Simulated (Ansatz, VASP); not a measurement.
**Two plane-wave programs on MgO**

POSCAR

```
MgO
1.0
    0.0000000000      2.1547216021      2.1547216021
    2.1547216021      0.0000000000      2.1547216021
    2.1547216021      2.1547216021      0.0000000000
Mg O
1 1
Direct
    0.0000000000      0.0000000000      0.0000000000
    0.5000000000      0.5000000000      0.5000000000
```

INCAR.step1

```
ALGO     = Normal         # electronic algorithm
EDIFF    = 1E-4           # SCF threshold, eV
ENCUT    = 520            # plane-wave cutoff, eV
GGA      = PE             # functional
ISMEAR   = 0              # smearing method
LASPH    = T              # aspherical terms in the spheres
LCHARG   = F              # write CHGCAR
LREAL    = F              # projectors in reciprocal space
LWAVE    = T              # write WAVECAR
NBANDS   = 11             # bands
NELM     = 100            # most SCF steps
PREC     = Accurate       # precision mode
SIGMA    = 0.01           # smearing width, eV
```

The input INCAR.step2:

```
ALGO     = Normal         # electronic algorithm
EDIFF    = 1E-7           # SCF threshold, eV
ENCUT    = 520            # plane-wave cutoff, eV
ISIF     = 2              # what is computed and relaxed
ISMEAR   = 0              # smearing method
ISTART   = 1            
LASPH    = T              # aspherical terms in the spheres
LCHARG   = F              # write CHGCAR
LMIXTAU  = T            
LREAL    = F              # projectors in reciprocal space
LWAVE    = F              # write WAVECAR
METAGGA  = R2SCAN         # meta-GGA
NBANDS   = 11             # bands
NELM     = 100            # most SCF steps
PREC     = Accurate       # precision mode
SIGMA    = 0.01           # smearing width, eV
```

The input KPOINTS:

```
k-points
0
Gamma
  10 10 10
```

Input for Ansatz:

```yaml
crystal:
  lattice:
    - [0.0, 2.1547216021, 2.1547216021]
    - [2.1547216021, 0.0, 2.1547216021]
    - [2.1547216021, 2.1547216021, 0.0]
  atoms:
    - { symbol: Mg, position: [0.0, 0.0, 0.0] }
    - { symbol: O, position: [0.5, 0.5, 0.5] }
kpoints:
  mp_grid: { grid: [10, 10, 10] }
  band_path:
    path:
      - [0.0, 0.0, 0.0]
      - [0.5, 0.0, 0.5]
      - [0.625, 0.25, 0.625]
      - [0.375, 0.375, 0.75]
      - [0.5, 0.5, 0.5]
      - [0.5, 0.25, 0.75]
    npoints: 1
hamiltonian:
  xc: r2scan
scf:
  occupations: { method: fixed }
  n_extra_bands: 4
output:
  forces: true
  stress: true
  eigenvalues: true
```

Change from the starting cell: hydrostatic strain +2.5%.

Alike in both runs: task single point; functional r2SCAN; k mesh 10 × 10 × 10; no spin polarisation.

|  | VASP | Ansatz |
| --- | --- | --- |
| version | VASP 6.6.1 | Ansatz 0.2.0 |
| potentials or method | VASP PAW PBE potentials, release 64 (Mg, O) | plane waves, PAW |
| plane-wave cutoff (eV) | 520 | 500 |
| occupations | gaussian, width 0.01 eV | fixed |
| valence electrons in the cell | 8 | 16 |

|  | VASP | Ansatz | Ansatz less VASP |
| --- | --- | --- | --- |
| gap on the k mesh at the Fermi level (eV) | 4.94 | 4.96 | +0.025 |
| pressure (GPa) | -11.7 | -10.6 | +1.09 |

The two sets of potentials don't hold the same shells in valence.

Caveats: the PAW data sets were made with another functional, which shifts forces and pressure a little (VASP).
